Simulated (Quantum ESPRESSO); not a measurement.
**TaS2: phonons with PBE+D3(BJ)**

Crystal: TaS2.

```
Ta S
1.0
     3.35000    0.00000    0.00000
    -1.67500    2.90119    0.00000
     0.00000    0.00000    5.86000
Ta S
1 2
Direct
  0.00000 0.00000 0.00000
  0.66667 0.33333 0.75000
  0.33333 0.66667 0.25000
```

```json
{
  "Program": "Quantum ESPRESSO 7.5",
  "Task": "phonons",
  "Functional": "PBE",
  "Dispersion": "D3(BJ)",
  "Potentials or basis": "PseudoDojo 0.4.1 SR PBE standard",
  "Cutoff": "789 eV",
  "Density cutoff": "3157 eV",
  "k mesh": "9 × 9 × 5",
  "Occupations": "gaussian, width 0.136 eV",
  "Spin": "no spin polarisation",
  "Mixing beta": "0.5",
  "Most SCF iterations": "120",
  "SCF threshold": "6e-10 Ry"
}
```

- Relaxed volume: 18.53 Å³/atom
- Relaxed cell: a = 3.329 Å, b = 3.329 Å, c = 5.792 Å, α = 90.00°, β = 90.00°, γ = 120.00°
- Space group after relaxing (to 0.05 Å): P-3m1 (No. 164)
- Pressure after relaxing: 0.0 GPa
- Band gap on the k mesh: none (metal or under the smearing width)
- Highest phonon frequency at Γ: 376 cm⁻¹

Step by step:
| step | energy change (eV) | largest force (eV/Å) | pressure (GPa) | volume (Å³) |
| --- | --- | --- | --- | --- |
| 1 | 0.0000 | 1.2311 | 5.36 | 56.95 |
| 2 | -0.0668 | 0.2974 | -0.76 | 58.52 |
| 3 | -0.0740 | 0.1663 | -1.14 | 58.36 |
| 4 | -0.0803 | 0.0869 | -1.00 | 57.93 |
| 5 | -0.0847 | 0.0306 | -0.35 | 57.12 |
| 6 | -0.0855 | 0.0436 | -0.14 | 56.92 |
| 7 | -0.0864 | 0.0523 | -0.01 | 56.76 |
| 8 | -0.0877 | 0.0580 | 0.11 | 56.57 |
| 9 | -0.0893 | 0.0591 | 0.21 | 56.30 |
| 10 | -0.0912 | 0.0517 | 0.29 | 55.93 |
| 11 | -0.0924 | 0.0247 | 0.28 | 55.44 |
| 12 | -0.0925 | 0.0150 | 0.16 | 55.53 |
| 13 | -0.0925 | 0.0004 | 0.00 | 55.59 |
| 14 | -0.0925 | 0.0001 | 0.00 | 55.59 |

Final structure:
```
Ta S
1.0
     3.32913    0.00000    0.00000
    -1.66457    2.88311    0.00000
     0.00000    0.00000    5.79219
Ta S
1 2
Direct
  0.00000 0.00000 0.00000
  0.66667 0.33333 0.73343
  0.33333 0.66667 0.26657
```

Levels at points of the mesh, in eV from the Fermi level:
| k point | band 9 | band 10 | band 11 | band 12 | band 13 | band 14 | band 15 | band 16 | band 17 | band 18 |
| --- | --- | --- | --- | --- | --- | --- | --- | --- | --- | --- |
| (0.00, 0.00, 0.00) | -3.77 | -1.09 | -0.57 | -0.57 | -0.01 | 0.23 | 0.23 | 3.73 | 3.73 | 5.27 |

Phonon frequencies in cm⁻¹ (negative: imaginary):
```csv
q point,frequencies
"(0.000, 0.000, 0.000)",-1 -1 1 222 222 266 266 373 376
```

Optical modes at Γ, degenerate ones joined:
```tsv
cm⁻¹	components	symmetry	active in
222	2	Eu	IR
266	2	Eg	Raman
373	1	A2u	IR
376	1	A1g	Raman
```

It took 23 min on 1 thread of Arm Neoverse V1 (shared host), peak memory 0.11 GiB.

Caveat: the mesh is thin for the phonons of a metal. Spin-orbit coupling is left out, which matters for the levels of Ta.
